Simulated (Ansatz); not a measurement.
input.yaml

```yaml
crystal:
  lattice:
    - [8.4980431718, 0.0, 0.0]
    - [0.0, 8.4980431718, 0.0]
    - [0.0, 0.0, 24.0090239536]
  atoms:
    - { symbol: Pb, position: [0.25, 0.25, 0.3332080477] }
    - { symbol: Pb, position: [0.25, 0.75, 0.3332080477] }
    - { symbol: Pb, position: [0.75, 0.25, 0.3332080477] }
    - { symbol: Pb, position: [0.75, 0.75, 0.3332080477] }
    - { symbol: S, position: [0.5, 0.5, 0.3332080477] }
    - { symbol: S, position: [0.5, 0.0, 0.3332080477] }
    - { symbol: S, position: [0.0, 0.5, 0.3332080477] }
    - { symbol: S, position: [0.0, 0.0, 0.3332080477] }
    - { symbol: Pb, position: [0.5022591162, 0.4987442709, 0.4527348636] }
    - { symbol: Pb, position: [0.5027227308, -0.0017047422, 0.4526823813] }
    - { symbol: Pb, position: [0.0015736943, 0.4994283062, 0.4527545698] }
    - { symbol: Pb, position: [0.0011279593, -0.0023062393, 0.4527192706] }
    - { symbol: S, position: [0.7501846318, 0.7499073457, 0.4510894464] }
    - { symbol: S, position: [0.7502053626, 0.2499600333, 0.4519011322] }
    - { symbol: S, position: [0.2502466028, 0.7499766928, 0.4519013682] }
    - { symbol: S, position: [0.2502000253, 0.2499851858, 0.4518566937] }
    - { symbol: Pb, position: [0.7528508544, 0.7336582005, 0.5755373265] }
    - { symbol: Pb, position: [0.7680412818, 0.2482247341, 0.5732231046] }
    - { symbol: Pb, position: [0.2676207192, 0.7476198455, 0.5732852855] }
    - { symbol: Pb, position: [0.2527742415, 0.2329144976, 0.5732403865] }
    - { symbol: S, position: [0.0003372292, 0.0222701126, 0.5761282194] }
    - { symbol: S, position: [-0.0211471389, 0.4989941659, 0.5760980658] }
    - { symbol: S, position: [0.4780809088, -0.0007283502, 0.5761134944] }
    - { symbol: S, position: [0.4998008681, 0.5218060918, 0.5762211296] }
basis:
  ecutwfc: 420
kpoints:
  mp_grid: { grid: [2, 2, 1] }
hamiltonian:
  xc: pbe
scf:
  occupations: { method: gaussian, width: 0.05 }
output:
  forces: true
  eigenvalues: true
  write_density: true
  volumetric_format: npy
efield:
  axis: 3
  dipole_correction: true
  ramp_width: 0.04
```

Launched with
```bash
ansatz run input.yaml --threads 4 --pin off --max-ram 10240MiB --backend cpu --events-out ev --progress --plain --runs-dir out
```

Theory: Ansatz 0.2.0, DFT PBE, scalar-relativistic, plane waves, PAW.

Abridged output:

```
Pseudopotentials: kind: paw
Pseudopotential: Pb, paw, valence charge 14, recommended cutoff 420 eV (normal)
Pseudopotential: S, paw, valence charge 6, recommended cutoff 420 eV (normal)
Functional definition: PBE
Crystal: 24 atoms, lattice volume = 1733.853 Å³
Basis set: ecut = 420 eV, 33825 PW (Γ), exchange–correlation on 120×120×324 points (8 copies of the dense FFT grid, shifted against one another)
Bands: 144, of which v1, the nominal top of the filled ones, is band 120 counted from 1 (119 counted from 0)
Symmetry: 1 space group operations
Space group: P1 (ITA 1), of the structure as read, at distance tolerance 1.2e-4 Å
k-points: 4
Initial density: superposition of atomic densities (neutral atoms: chi_scale 0, normalization atom), corrected by the library's trained network
Initial wavefunctions: pseudopotential atomic-orbital guess
Functional: x = pbe(κ = 0.804, μ = 0.21951497), c = pbe(β = 0.06672455)
SCF iter   1: F=—  HF=-153712.683321 eV  |F-HF|=—  |Δ(HF+E_count)|=         —  Δρ=9.19e-4  dr2=2.41e-2  ethr=1.77e-3  p=-0.037 e·Å  D=-3.90e-3 V/Å  ΔV_dip=0.09 eV  dr2_dipole=7.17e-4  V_vac-E_F(+/−)=4.11/4.01 eV  ⟨swp⟩=7.5  Hψ=2369  notcnv=0  defer=2
efield: sawtooth ramp at fractional position 0.9347 (placed from the atoms, in the widest stretch of the axis that holds none; the zero of the levels goes with the place), width 0.0400; the density the first Hamiltonian is built on has a dipole p = -0.037 e·Å; the dipole correction subtracts the counter field D = -3.90e-3 V/Å, which shifts the + side's vacuum level by +0.09 eV against the − side's; the planar-averaged density in the ramp window peaks in size at 2.2e-6 e/Å³
SCF iter   2: F=—  HF=-153712.694734 eV  |F-HF|=—  |Δ(HF+E_count)|=   1.14e-2  Δρ=4.66e-4  dr2=1.09e-2  ethr=1.00e-5  p=-0.013 e·Å  D=-1.31e-3 V/Å  ΔV_dip=0.03 eV  dr2_dipole=4.27e-3  V_vac-E_F(+/−)=4.03/4.00 eV  ⟨swp⟩=2.2  Hψ=1186  notcnv=0  defer=16
SCF iter   3: F=—  HF=-153712.695186 eV  |F-HF|=—  |Δ(HF+E_count)|=   4.52e-4  Δρ=3.18e-4  dr2=1.04e-2  ethr=4.55e-6  p=-0.067 e·Å  D=-7.00e-3 V/Å  ΔV_dip=0.17 eV  dr2_dipole=3.88e-3  V_vac-E_F(+/−)=4.09/3.92 eV  ⟨swp⟩=2.0  Hψ=648  notcnv=0  defer=16
SCF iter   4: F=—  HF=-153712.694249 eV  |F-HF|=—  |Δ(HF+E_count)|=   9.37e-4  Δρ=1.49e-4  dr2=3.34e-4  ethr=4.33e-6  p=-0.044 e·Å  D=-4.62e-3 V/Å  ΔV_dip=0.11 eV  dr2_dipole=3.25e-6  V_vac-E_F(+/−)=4.06/3.95 eV  ⟨swp⟩=2.0  Hψ=599  notcnv=0  defer=16
SCF iter   5: F=—  HF=-153712.694523 eV  |F-HF|=—  |Δ(HF+E_count)|=   2.74e-4  Δρ=3.28e-5  dr2=2.45e-5  ethr=1.39e-7  p=-0.048 e·Å  D=-5.06e-3 V/Å  ΔV_dip=0.12 eV  dr2_dipole=1.60e-7  V_vac-E_F(+/−)=4.05/3.93 eV  ⟨swp⟩=2.0  Hψ=725  notcnv=0  defer=16
SCF iter   6: F=—  HF=-153712.695583 eV  |F-HF|=—  |Δ(HF+E_count)|=   1.06e-3  Δρ=1.48e-5  dr2=7.39e-6  ethr=1.02e-8  p=-0.049 e·Å  D=-5.11e-3 V/Å  ΔV_dip=0.12 eV  dr2_dipole=1.25e-8  V_vac-E_F(+/−)=4.05/3.93 eV  ⟨swp⟩=2.0  Hψ=1056  notcnv=0  defer=29
SCF iter   7: F=—  HF=-153712.695585 eV  |F-HF|=—  |Δ(HF+E_count)|=   1.75e-6  Δρ=4.75e-6  dr2=4.53e-7  ethr=3.08e-9  p=-0.049 e·Å  D=-5.12e-3 V/Å  ΔV_dip=0.12 eV  dr2_dipole=2.77e-8  V_vac-E_F(+/−)=4.05/3.93 eV  ⟨swp⟩=2.0  Hψ=644  notcnv=0  defer=29
SCF iter   8: F=-153712.695586 eV  HF=-153712.695586 eV  |F-HF|=8.67e-8  |Δ(HF+E_count)|=   5.14e-7  Δρ=1.25e-6  dr2=2.63e-8  ethr=4.17e-11  p=-0.049 e·Å  D=-5.14e-3 V/Å  ΔV_dip=0.12 eV  dr2_dipole=4.99e-11  V_vac-E_F(+/−)=4.05/3.93 eV  ⟨swp⟩=18.0  Hψ=3320  notcnv=0
SCF 1 converged in 8 iterations: F = -153712.695586 eV  dr2 = 2.63e-8
SCF converged after 8 iterations
Free energy (F): -153712.695586 eV
Harris-Foulkes:  -153712.695586 eV  (|F-HF|=8.67e-8)
Internal energy: -153712.695586 eV  (E = F + TS)
E sigma→0 (E₀):  -153712.695586 eV
Fermi energy:    0.532196 eV
Dipole field:    D = -0.005133 V/Å  (p = -0.049179 e·Å, saw-weighted, corrected)
Work function:   Φ+ = 4.0498 eV   Φ− = 3.9265 eV
Levels:          The Fermi level and band energies are counted from a zero that moves with the ramp; work functions are not
--- Per-component energies (eV) ---
  E_band       = -2586.199401
  E_kinetic    = 4710.409903
  E_local      = -137808.808053  (includes V_loc(G=0)·N_el)
  E_nonlocal   = 4541.717308
  E_hartree    = 66316.851156
  E_xc         = -3813.337826
  E_vxc        = -2633.568686  (∫ρ·V_xc dr)
  E_paw        = -132043.556462  (= ΣΔE_a)
  E_vpaw       = -4029.622022  (= ΣTr[D̂ρ^β])
  E_aug_tail   = 0.000600  (compensation charges beyond the density's cutoff)
  E_efield     = 0.000126  (sawtooth field / dipole correction)
  E_vefield    = -0.039244  (∫n·V_field dr)
  E_ewald      = 44384.027661
  E_smearing   =  0.000000  (= −TS)
--- Forces (eV/Å), atoms counted from 1 ---
  atom   1  Pb     0.01374204    -0.04322118     0.01721294
  atom   2  Pb     0.04575518    -0.01343185     0.00626108
  atom   3  Pb     0.04754828    -0.01223784     0.00491087
  atom   4  Pb     0.01528174    -0.04167460    -0.02644112
  atom   5  S     -0.01695877     0.04138713    -0.00179679
  atom   6  S     -0.04933866     0.01666741    -0.00626011
  atom   7  S     -0.04128554     0.00848899    -0.00263554
  atom   8  S     -0.00926980     0.04994131    -0.00406077
  atom   9  Pb    -0.01354569    -0.01196380     0.02181123
  atom  10  Pb    -0.01543990     0.01088356     0.02398300
  atom  11  Pb     0.01479226    -0.01367560     0.01201737
  atom  12  Pb     0.01529814     0.01182387     0.01748607
  atom  13  S      0.00202603     0.00207011     0.12210246
  atom  14  S      0.00008442     0.00188230    -0.02147024
  atom  15  S     -0.00286683     0.00031787    -0.02122848
  atom  16  S     -0.00224646     0.00236216    -0.01685138
  atom  17  Pb    -0.00486404    -0.06783649    -0.09096650
  atom  18  Pb    -0.01494613    -0.01182277     0.04206638
  atom  19  Pb    -0.00166069     0.00477444     0.03845513
  atom  20  Pb     0.00959044    -0.00878939     0.03393696
  atom  21  S     -0.01755365    -0.02091116    -0.04020042
  atom  22  S     -0.04377136     0.06428004    -0.02939764
  atom  23  S      0.01787798    -0.00423985    -0.04132361
  atom  24  S      0.05176589     0.03490878    -0.03760096
--- Band table (eV) ---
  k-point 0: bands = ["-16.7325", "-16.7058", "-16.6976", "-16.6911", "-16.6756", "-16.6606", "-16.6528", "-16.6523", "-16.6508", "-16.6502", "-16.6384", "-16.6382", "-16.6270", "-16.6269", "-16.6206", "-16.6098", "-16.6088", "-16.5989", "-16.5974", "-16.5926", "-16.5921", "-16.5897", "-16.5852", "-16.5817", "-16.5799", "-16.5789", "-16.5569", "-16.5327", "-16.5288", "-16.5208", "-16.5174", "-16.5156", "-16.5133", "-16.5125", "-16.5118", "-16.4839", "-16.4624", "-16.4595", "-16.4557", "-16.4368", "-16.4148", "-16.4041", "-16.3914", "-16.3909", "-16.3856", "-16.3853", "-16.3725", "-16.3677", "-16.3410", "-16.3358", "-16.3357", "-16.3337", "-16.3328", "-16.3276", "-16.3269", "-16.3208", "-16.3 ...
  k-point 1: bands = ["-16.7181", "-16.7150", "-16.6973", "-16.6908", "-16.6573", "-16.6527", "-16.6503", "-16.6493", "-16.6485", "-16.6433", "-16.6419", "-16.6391", "-16.6382", "-16.6288", "-16.6269", "-16.6083", "-16.6062", "-16.6035", "-16.5966", "-16.5945", "-16.5906", "-16.5880", "-16.5869", "-16.5843", "-16.5760", "-16.5687", "-16.5662", "-16.5359", "-16.5304", "-16.5255", "-16.5203", "-16.5182", "-16.5138", "-16.5126", "-16.5096", "-16.4814", "-16.4681", "-16.4617", "-16.4333", "-16.4275", "-16.4266", "-16.4227", "-16.3929", "-16.3921", "-16.3801", "-16.3791", "-16.3620", "-16.3607", "-16.3567", "-16.3551", "-16.3309", "-16.3300", "-16.3298", "-16.3288", "-16.3262", "-16.3251", "-16.3 ...
  k-point 2: bands = ["-16.7176", "-16.7157", "-16.6971", "-16.6910", "-16.6573", "-16.6522", "-16.6510", "-16.6492", "-16.6486", "-16.6432", "-16.6417", "-16.6394", "-16.6381", "-16.6288", "-16.6270", "-16.6080", "-16.6059", "-16.6039", "-16.5961", "-16.5945", "-16.5913", "-16.5882", "-16.5877", "-16.5837", "-16.5757", "-16.5688", "-16.5665", "-16.5354", "-16.5302", "-16.5267", "-16.5202", "-16.5156", "-16.5149", "-16.5130", "-16.5097", "-16.4827", "-16.4666", "-16.4612", "-16.4344", "-16.4273", "-16.4264", "-16.4225", "-16.3930", "-16.3921", "-16.3801", "-16.3791", "-16.3620", "-16.3607", "-16.3568", "-16.3552", "-16.3309", "-16.3300", "-16.3297", "-16.3288", "-16.3260", "-16.3255", "-16.3 ...
  k-point 3: bands = ["-16.7109", "-16.7101", "-16.7036", "-16.6948", "-16.6555", "-16.6492", "-16.6492", "-16.6485", "-16.6484", "-16.6420", "-16.6419", "-16.6288", "-16.6288", "-16.6219", "-16.6214", "-16.6153", "-16.6051", "-16.6021", "-16.5958", "-16.5957", "-16.5951", "-16.5920", "-16.5904", "-16.5892", "-16.5835", "-16.5785", "-16.5605", "-16.5309", "-16.5255", "-16.5216", "-16.5185", "-16.5165", "-16.5148", "-16.5139", "-16.5069", "-16.4937", "-16.4778", "-16.4529", "-16.4381", "-16.4331", "-16.4061", "-16.4047", "-16.4043", "-16.4028", "-16.3745", "-16.3735", "-16.3732", "-16.3721", "-16.3463", "-16.3455", "-16.3448", "-16.3436", "-16.3260", "-16.3257", "-16.3252", "-16.3249", "-16.3 ...
```

The calculation finished and met its thresholds.

Time: 35 s on 4 threads of Intel(R) Xeon(R) Processor @ 2.70GHz, on a shared host, peak memory 4.8 GiB.

Spin–orbit coupling is left out, which can shift energies with elements as heavy as these.